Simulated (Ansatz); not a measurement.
This was printed by a script on Ansatz 0.2.0 through its Python package, for a calculation of the dielectric tensor and Born charges of CdSe, space group P6_3mc. What did the script look like? Level of theory: PBEsol, PAW, cutoff 510 eV, 6×6×4 k-points, fixed occupations.

```
CELL_PARAMETERS angstrom
4.30000 0.00000 0.00000
-2.15000 3.72391 0.00000
0.00000 0.00000 7.02000
ATOMIC_POSITIONS crystal
Cd 0.33333 0.66667 0.00000
Cd 0.66667 0.33333 0.50000
Se 0.33333 0.66667 0.38500
Se 0.66667 0.33333 0.88500
```

```console
$ python eps.py
RunWarning: field response: inside a basis, on 14×14×8 points, no mesh in reach settles it: take ε∞, Z* and everything formed from them with what they may err, as stated (eps_inf_uncertainty, zstar_uncertainty_e), and compare with field_mesh: kpoints on a denser kpoints.mp_grid
principal values of eps_inf: [7.84 7.84 7.86]
refractive indices: [2.8   2.8   2.804]
Cd Z* trace/3 = +2.196 e
Cd Z* trace/3 = +2.196 e
Se Z* trace/3 = -2.196 e
Se Z* trace/3 = -2.196 e
charge neutrality missed by 0.0132 e before the sum rule
```
(Warnings from the package without file and line.)

One script that gives this output:

`eps.py`
```python
"""High-frequency dielectric tensor and Born charges of CdSe."""

import ansatz as az
import numpy as np


def main() -> None:
    xtal = (
        az.Lattice.from_parameters(4.3, 4.3, 7.02, alpha=90, beta=90, gamma=120)
        .space_group(186)
        .atom("Cd", [1 / 3, 2 / 3, 0.0])
        .atom("Se", [1 / 3, 2 / 3, 0.385])
    )

    # an insulator: whole occupations
    model = (
        xtal.calculation()
        .functional("pbesol")
        .basis(510)
        .kpoints(6, 6, 4)
        .occupations("fixed")
        .dielectric()
    )
    done = model.run()
    response = done.dielectric
    eps = np.asarray(response.eps_inf)

    values = np.linalg.eigvalsh(eps)
    print("principal values of eps_inf:", np.round(values, 3))
    print("refractive indices:", np.round(np.sqrt(values), 3))
    for site, z in zip(done.lattice.sites, response.zstar_e):
        print(f"{site.symbol:2s} Z* trace/3 = {np.trace(z) / 3:+.3f} e")
    print(f"charge neutrality missed by {response.zstar_sum_residual_pre_e:.4f} e before the sum rule")


if __name__ == "__main__":
    main()
```

The Fermi level of a run with fixed occupations marks the highest occupied state on its mesh, not mid-gap. Of the deposited cell: the entry's cell lengths or inner coordinates differ somewhat from later room-temperature determinations. Averages over directions belong to no single polarisation, least of all in layered crystals. Pressure is positive in compression. The mesh doesn't settle the field response to the digits printed. The structure is a deposited one; some such entries were measured under pressure or heat, so a shift against it needn't be the functional's error alone. This is the electronic (clamped-ion) response; a semilocal gap that is too small tends to raise it. The typed mesh is that of the SCF; the response is solved on denser meshes that the run picks. Timing: 6 min on 1 thread of Intel(R) Xeon(R) Processor @ 2.30GHz, on a shared host, peak memory 2.7 GiB.
